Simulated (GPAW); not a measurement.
Ti:

```
Ti
1.0
     2.95000    0.00000    0.00000
    -1.47500    2.55477    0.00000
     0.00000    0.00000    4.68000
Ti
2
Direct
  0.66667 0.33333 0.75000
  0.33333 0.66667 0.25000
```

- Program: GPAW 26.7.0
- Task: relaxation of cell and atoms
- Functional: PBE
- Dispersion: D4
- Potentials or basis: GPAW PAW data sets (gpaw-data 1.2.1)
- Cutoff: 600 eV
- Basis: pw
- k mesh: 10 × 10 × 6
- Occupations: fermi-dirac, width 0.05 eV
- Spin: no spin polarisation

At the start: pressure -3.8 GPa; volume 17.64 Å³/atom.

Problem. How do energy, volume and symmetry change on relaxing?

Solution. Over 6 steps the energy falls by 4.0 meV/atom and the volume is 17.05 Å³/atom (-3.3 %); space group P6_3/mmc (No. 194, to 0.05 Å).

The path:
| step | energy change (eV) | largest force (eV/Å) | pressure (GPa) | volume (Å³) |
| --- | --- | --- | --- | --- |
| 1 | 0.0000 | 0.0000 | -3.81 | 35.27 |
| 2 | -0.0048 | 0.0000 | -2.87 | 34.96 |
| 3 | -0.0077 | 0.0000 | 0.09 | 34.04 |
| 4 | -0.0078 | 0.0000 | 0.01 | 34.06 |
| 5 | -0.0079 | 0.0000 | -0.06 | 34.08 |
| 6 | -0.0081 | 0.0000 | -0.09 | 34.09 |

Final structure:
```
CELL_PARAMETERS angstrom
2.92052 0.00000 0.00000
-1.46026 2.52925 0.00000
0.00000 0.00000 4.61531
ATOMIC_POSITIONS crystal
Ti 0.66667 0.33333 0.75000
Ti 0.33333 0.66667 0.25000
```

Caveat: later steps reuse the first step's grids; pairwise dispersion overbinds metals, which lowers pressure and volume.
